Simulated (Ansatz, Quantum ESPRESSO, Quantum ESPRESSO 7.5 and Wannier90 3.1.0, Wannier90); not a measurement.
## zigzag Si chain, bond 2.20 Å, width 1.6 Å: Wannier functions and conductance

How many channels does the wire offer, and does a small Wannier basis get them right? The wire: zigzag Si chain, bond 2.20 Å, width 1.6 Å.

Calculated with Quantum ESPRESSO 7.5 and Wannier90 3.1.0; plane-wave DFT, PBE, GBRV ultrasoft pseudopotentials (cross-check by Ansatz 0.2.0 with PAW datasets).

**1. Set-up**

The cell holds 2 atoms: 2 Si. Its edges and angles: a = 9.000 Å, b = 8.000 Å, c = 3.020 Å, α = 90.0°, β = 90.0°, γ = 90.0°. Vacuum lies along a and b. The structure's axis is c.

**2. Self-consistent run**

Contents of scf.in:

```
&control
  prefix = 'scf'
  outdir = './out'
  pseudo_dir = './pseudo'
  calculation = 'scf'
  tprnfor = .true.
/
&system
  ibrav = 0
  nat = 2
  ntyp = 1
  ecutwfc = 34
  ecutrho = 170
  occupations = 'smearing'
  smearing = 'mv'
  degauss = 0.005
/
&electrons
  conv_thr = 1e-07
  mixing_beta = 0.4
  electron_maxstep = 120
  mixing_mode = 'local-TF'
/
ATOMIC_SPECIES
  Si  28.0850  si_pbe_v1.uspp.F.UPF
CELL_PARAMETERS angstrom
  9.00000000000000 0.00000000000000 0.00000000000000
  0.00000000000000 8.00000000000000 0.00000000000000
  0.00000000000000 0.00000000000000 3.01993377410830
ATOMIC_POSITIONS crystal
  Si  -0.088888888900 0.000000000000 0.000000000000
  Si  0.088888888900 0.000000000000 0.500000000000
K_POINTS automatic
  1 1 24 0 0 0
```

Run with:

```sh
> OMP_NUM_THREADS=1 mpirun -n 2 pw.x -nk 2 -in scf.in > scf.out
```

The program printed:

```text
Program PWSCF v.7.5 starts
[citation notice left out]

     Parallel version (MPI & OpenMP), running on       2 processor cores
     Number of MPI processes:                 2
     Threads/MPI process:                     1

     MPI processes distributed on     1 nodes
[...]
Current dimensions of program PWSCF are:
     Max number of different atomic species (ntypx) = 10
     Max number of k-points (npk) =  40000
     Max angular momentum in pseudopotentials (lmaxx) =  4
     Message from routine setup:
     using ibrav=0 with symmetry is DISCOURAGED, use correct ibrav instead

     K-points division:     npool     =       2
     Subspace diagonalization in iterative solution of the eigenvalue problem:
     a serial algorithm will be used

     G-vector sticks info
     --------------------
     sticks:   dense  smooth     PW     G-vecs:    dense   smooth      PW
     Sum        3489    2787    837                54919    39311    6451

     Using Slab Decomposition

     bravais-lattice index     =            0
     lattice parameter (alat)  =      17.0075  a.u.
     unit-cell volume          =    1467.3257 (a.u.)^3
     number of atoms/cell      =            2
     number of atomic types    =            1
     number of electrons       =         8.00
     number of Kohn-Sham states=            8
     kinetic-energy cutoff     =      34.0000  Ry
     charge density cutoff     =     170.0000  Ry
     scf convergence threshold =      1.0E-07
     mixing beta               =       0.4000
     number of iterations used =            8  local-TF  mixing
     Exchange-correlation= SLA  PW   PBE  PBE
                           (   1   4   3   4   0   0   0)

     celldm(1)=  17.007535  celldm(2)=   0.000000  celldm(3)=   0.000000
     celldm(4)=   0.000000  celldm(5)=   0.000000  celldm(6)=   0.000000

     crystal axes: (cart. coord. in units of alat)
               a(1) = (   1.000000   0.000000   0.000000 )
               a(2) = (   0.000000   0.888889   0.000000 )
               a(3) = (   0.000000   0.000000   0.335548 )

     reciprocal axes: (cart. coord. in units 2 pi/alat)
               b(1) = (  1.000000  0.000000  0.000000 )
               b(2) = (  0.000000  1.125000  0.000000 )
               b(3) = (  0.000000  0.000000  2.980198 )

     PseudoPot. # 1 for Si read from file:
     ./pseudo/si_pbe_v1.uspp.F.UPF
     Pseudo is Ultrasoft + core correction, Zval =  4.0
     Generated by new atomic code, or converted to UPF format
     Using radial grid of  899 points,  6 beta functions with:
                l(1) =   0
                l(2) =   0
                l(3) =   1
                l(4) =   1
                l(5) =   2
                l(6) =   2
     Q(r) pseudized with  8 coefficients,  rinner =    0.900   0.900   0.900
                                                       0.900   0.900

     atomic species   valence    mass     pseudopotential
     Si                4.00    28.08500     Si( 1.00)

      8 Sym. Ops., with inversion, found ( 4 have fractional translation)

   Cartesian axes

     site n.     atom                  positions (alat units)
         1        Si     tau(   1) = (  -0.0888889   0.0000000   0.0000000  )
         2        Si     tau(   2) = (   0.0888889   0.0000000   0.1677741  )

     number of k points=    13  Marzari-Vanderbilt smearing, width (Ry)=  0.0050
                       cart. coord. in units 2pi/alat
        k(    1) = (   0.0000000   0.0000000   0.0000000), wk =   0.0833333
        k(    2) = (   0.0000000   0.0000000   0.1241749), wk =   0.1666667
        k(    3) = (   0.0000000   0.0000000   0.2483498), wk =   0.1666667
        k(    4) = (   0.0000000   0.0000000   0.3725247), wk =   0.1666667
        k(    5) = (   0.0000000   0.0000000   0.4966996), wk =   0.1666667
        k(    6) = (   0.0000000   0.0000000   0.6208745), wk =   0.1666667
        k(    7) = (   0.0000000   0.0000000   0.7450495), wk =   0.1666667
        k(    8) = (   0.0000000   0.0000000   0.8692244), wk =   0.1666667
        k(    9) = (   0.0000000   0.0000000   0.9933993), wk =   0.1666667
        k(   10) = (   0.0000000   0.0000000   1.1175742), wk =   0.1666667
[...]
k(   13) = (   0.0000000   0.0000000  -1.4900989), wk =   0.0833333

     Dense  grid:    54919 G-vectors     FFT dimensions: (  72,  64,  24)

     Smooth grid:    39311 G-vectors     FFT dimensions: (  64,  60,  24)

     Estimated max dynamical RAM per process >     118.89 MB

     Estimated total dynamical RAM >     224.37 MB

     Initial potential from superposition of free atoms

     starting charge       7.9987, renormalised to       8.0000

     negative rho (up, down):  6.800E-06 0.000E+00
     Starting wfcs are    8 randomized atomic wfcs

     total cpu time spent up to now is        0.5 secs

     per-process dynamical memory:    34.7 Mb

     Self-consistent Calculation

     iteration #  1     ecut=    34.00 Ry     beta= 0.40
     Davidson diagonalization with overlap
     ethr =  1.00E-02,  avg # of iterations =  3.9

     total cpu time spent up to now is        1.4 secs

     total energy              =     -18.94920040 Ry
     estimated scf accuracy    <       0.11432029 Ry

     iteration #  2     ecut=    34.00 Ry     beta= 0.40
[...]
total energy              =     -18.91543558 Ry
     estimated scf accuracy    <       0.06500538 Ry

     iteration #  3     ecut=    34.00 Ry     beta= 0.40
[...]
total energy              =     -18.93389016 Ry
     estimated scf accuracy    <       0.00883694 Ry

     iteration #  4     ecut=    34.00 Ry     beta= 0.40
[...]
total energy              =     -18.93343881 Ry
     estimated scf accuracy    <       0.00352986 Ry

     iteration #  5     ecut=    34.00 Ry     beta= 0.40
[...]
total energy              =     -18.93379282 Ry
     estimated scf accuracy    <       0.00675678 Ry

     iteration #  6     ecut=    34.00 Ry     beta= 0.40
[...]
total energy              =     -18.93303996 Ry
     estimated scf accuracy    <       0.00240992 Ry

     iteration #  7     ecut=    34.00 Ry     beta= 0.40
[...]
negative rho (up, down):  2.480E-06 0.000E+00

[...]
total energy              =     -18.93341612 Ry
     estimated scf accuracy    <       0.00005815 Ry

     iteration #  8     ecut=    34.00 Ry     beta= 0.40
[...]
negative rho (up, down):  8.021E-08 0.000E+00

[...]
total energy              =     -18.93341464 Ry
     estimated scf accuracy    <       0.00012513 Ry

     iteration #  9     ecut=    34.00 Ry     beta= 0.40
[...]
negative rho (up, down):  1.713E-07 0.000E+00

[...]
total energy              =     -18.93344362 Ry
     estimated scf accuracy    <       0.00000996 Ry

     iteration # 10     ecut=    34.00 Ry     beta= 0.40
[...]
negative rho (up, down):  5.334E-07 0.000E+00

[...]
total energy              =     -18.93343998 Ry
     estimated scf accuracy    <       0.00001198 Ry

     iteration # 11     ecut=    34.00 Ry     beta= 0.40
[...]
negative rho (up, down):  4.026E-07 0.000E+00

[...]
End of self-consistent calculation

          k = 0.0000 0.0000 0.0000 (  4921 PWs)   bands (ev):

   -13.5180  -7.5379  -5.0525  -3.2364  -0.5634  -0.4700   0.8986   2.0249

          k = 0.0000 0.0000 0.1242 (  4923 PWs)   bands (ev):

   -13.4911  -7.5127  -5.0268  -3.2158  -0.7756  -0.5425   0.9267   2.0480

          k = 0.0000 0.0000 0.2483 (  4909 PWs)   bands (ev):

   -13.4104  -7.4371  -4.9497  -3.1549  -1.4884  -0.4806   1.0111   2.1145

          k = 0.0000 0.0000 0.3725 (  4927 PWs)   bands (ev):

   -13.2761  -7.3121  -4.8213  -3.0563  -2.3558  -0.3808   1.1516   2.2100

          k = 0.0000 0.0000 0.4967 (  4911 PWs)   bands (ev):

   -13.0884  -7.1396  -4.6419  -3.2638  -2.9257  -0.2493   1.3482   2.2733

          k = 0.0000 0.0000 0.6209 (  4885 PWs)   bands (ev):

   -12.8474  -6.9249  -4.4121  -4.1633  -2.7737  -0.0983   1.6006   2.0693

[...]
the Fermi energy is    -2.9648 ev

!    total energy              =     -18.93344182 Ry
     estimated scf accuracy    <       0.00000007 Ry
     smearing contrib. (-TS)   =       0.00007467 Ry
     internal energy E=F+TS    =     -18.93351649 Ry

     The total energy is F=E-TS. E is the sum of the following terms:
     one-electron contribution =     -22.79651669 Ry
     hartree contribution      =      12.46493292 Ry
     xc contribution           =      -8.32514139 Ry
     ewald contribution        =      -0.27679134 Ry

     convergence has been achieved in  11 iterations

     negative rho (up, down):  4.026E-07 0.000E+00

     Forces acting on atoms (cartesian axes, Ry/au):

     atom    1 type  1   force =    -0.08695697    0.00000000    0.00000000
     atom    2 type  1   force =     0.08695697    0.00000000    0.00000000

     Total force =     0.122976     Total SCF correction =     0.000178

[...]
=------------------------------------------------------------------------------=
   JOB DONE.
=------------------------------------------------------------------------------=
```

The job ended after 9.4 s (2 MPI ranks of Arm Neoverse V1, shared host; peak memory 0.27 GiB; 19 s of CPU time).

This step gave:

```
free energy  : -257.6026 eV
Fermi energy : -2.965 eV
```

The program's own clock; routines nest. Time by routine:

| routine | wall time (s) | calls |
| --- | --- | --- |
| PWSCF | 8.86 | 1 |
| electrons | 8.15 | 1 |
| c_bands | 3.41 | 11 |
| cegterg | 3.03 | 77 |
| h_psi | 2.61 | 330 |
| fftw | 2.44 | 3968 |
| vloc_psi | 2.29 | 330 |
| sum_band | 1.67 | 11 |
| mix_rho | 1.58 | 11 |
| newd | 1.12 | 12 |
| ffts | 0.9 | 833 |
| v_of_rho | 0.47 | 12 |
| init_run | 0.43 | 1 |
| fft | 0.27 | 165 |

The run needed 11 iterations to bring the estimated error under 1e-07 Ry; the largest force on any atom, held or free, is 2.24 eV/Å.

**3. Full uniform mesh without symmetry**

Wannier90 needs the states on a whole uniform mesh, listed point by point, without symmetry.

Contents of nscf.in:

```
&control
  prefix = 'nscf'
  outdir = './out'
  pseudo_dir = './pseudo'
  calculation = 'nscf'
/
&system
  ibrav = 0
  nat = 2
  ntyp = 1
  ecutwfc = 34
  ecutrho = 170
  occupations = 'smearing'
  smearing = 'mv'
  degauss = 0.005
  nosym = .true.
  noinv = .true.
  nbnd = 18
/
&electrons
  conv_thr = 1e-09
  mixing_beta = 0.4
  electron_maxstep = 120
  mixing_mode = 'local-TF'
  diago_full_acc = .true.
/
ATOMIC_SPECIES
  Si  28.0850  si_pbe_v1.uspp.F.UPF
CELL_PARAMETERS angstrom
  9.00000000000000 0.00000000000000 0.00000000000000
  0.00000000000000 8.00000000000000 0.00000000000000
  0.00000000000000 0.00000000000000 3.01993377410830
ATOMIC_POSITIONS crystal
  Si  -0.088888888900 0.000000000000 0.000000000000
  Si  0.088888888900 0.000000000000 0.500000000000
K_POINTS crystal
12
  0.0000000000 0.0000000000 0.0000000000 0.0833333333
  0.0000000000 0.0000000000 0.0833333333 0.0833333333
  0.0000000000 0.0000000000 0.1666666667 0.0833333333
  0.0000000000 0.0000000000 0.2500000000 0.0833333333
  0.0000000000 0.0000000000 0.3333333333 0.0833333333
  0.0000000000 0.0000000000 0.4166666667 0.0833333333
  0.0000000000 0.0000000000 0.5000000000 0.0833333333
  0.0000000000 0.0000000000 0.5833333333 0.0833333333
  0.0000000000 0.0000000000 0.6666666667 0.0833333333
  0.0000000000 0.0000000000 0.7500000000 0.0833333333
  0.0000000000 0.0000000000 0.8333333333 0.0833333333
  0.0000000000 0.0000000000 0.9166666667 0.0833333333
```

Run with:

```sh
> cp -r out/scf.save out/nscf.save
> cp out/scf.xml out/nscf.xml
> OMP_NUM_THREADS=1 mpirun -n 2 pw.x -nk 1 -in nscf.in > nscf.out
```

The program printed:

```text
[banner, memory and clock lines left out]
Program PWSCF v.7.5 starts
[citation notice left out]

[...]
bravais-lattice index     =            0
     lattice parameter (alat)  =      17.0075  a.u.
     unit-cell volume          =    1467.3257 (a.u.)^3
     number of atoms/cell      =            2
     number of atomic types    =            1
     number of electrons       =         8.00
     number of Kohn-Sham states=           18
     kinetic-energy cutoff     =      34.0000  Ry
     charge density cutoff     =     170.0000  Ry
     Exchange-correlation= SLA  PW   PBE  PBE
                           (   1   4   3   4   0   0   0)

[...]
PseudoPot. # 1 for Si read from file:
     ./pseudo/si_pbe_v1.uspp.F.UPF
     Pseudo is Ultrasoft + core correction, Zval =  4.0
     Generated by new atomic code, or converted to UPF format
     Using radial grid of  899 points,  6 beta functions with:
                l(1) =   0
                l(2) =   0
                l(3) =   1
                l(4) =   1
                l(5) =   2
                l(6) =   2
     Q(r) pseudized with  8 coefficients,  rinner =    0.900   0.900   0.900
                                                       0.900   0.900

     atomic species   valence    mass     pseudopotential
     Si                4.00    28.08500     Si( 1.00)

     No symmetry found

[...]
number of k points=    12  Marzari-Vanderbilt smearing, width (Ry)=  0.0050
[...]
Dense  grid:    54919 G-vectors     FFT dimensions: (  72,  64,  24)

     Smooth grid:    39311 G-vectors     FFT dimensions: (  64,  60,  24)

     The potential is recalculated from file :
     ./out/nscf.save/charge-density

     negative rho (up, down):  4.026E-07 0.000E+00
     Starting wfcs are    8 randomized atomic wfcs +   10 random wfcs

     Band Structure Calculation
     Davidson diagonalization with overlap

     ethr =  1.25E-11,  avg # of iterations = 50.6

     End of band structure calculation

          k = 0.0000 0.0000 0.0000 (  4921 PWs)   bands (ev):

   -13.5167  -7.5373  -5.0511  -3.2361  -0.5625  -0.4686   0.8984   2.0239
     2.3745   2.8756   3.5383   3.8845   4.2192   5.5001   5.5334   5.7409
     5.8155   6.5489

          k = 0.0000 0.0000 0.2483 (  4909 PWs)   bands (ev):

   -13.4091  -7.4365  -4.9482  -3.1545  -1.4870  -0.4797   1.0108   2.1135
     2.5988   2.9886   3.8353   4.3307   4.7169   4.8446   5.6093   5.7562
     5.8341   6.6395

[...]
the Fermi energy is    -2.9703 ev
     (compare with:    -2.9648 eV, computed in scf)

[...]
```

Run time: 9.5 s. Hardware: 2 MPI ranks; peak memory 0.12 GiB; 19 s of CPU time.

This step gave:

```
Fermi energy : -2.970 eV
```

The program's own clock; routines nest. Time by routine:

| routine | wall time (s) | calls |
| --- | --- | --- |
| PWSCF | 8.96 | 1 |
| electrons | 8.65 | 1 |
| c_bands | 8.65 | 1 |
| cegterg | 8.39 | 35 |
| h_psi | 6.36 | 654 |
| vloc_psi | 5.73 | 654 |
| fftw | 5.25 | 14196 |
| h_psi:calbec | 0.31 | 654 |
| calbec | 0.31 | 654 |
| add_vuspsi | 0.29 | 654 |
| s_psi | 0.28 | 654 |
| cdiaghg | 0.24 | 619 |
| init_run | 0.21 | 1 |
| newd | 0.09 | 1 |

[end of part 1 of 5]

[Logs are printed without paths, hosts, clocks, repeated set-up lines and the standing remarks that a program may print on its own settings, such as how far it seeks lower states.]

[Hosts, paths, dates, database ids (printed as entryN), source tags and the programs' standing remarks are cut or masked in the printed files.]

[Maps of the electrostatic potential energy from Ansatz leave out the sawtooth potential of an applied field or a dipole correction, so their vacuum need not be flat; planar profiles and work functions include it.]
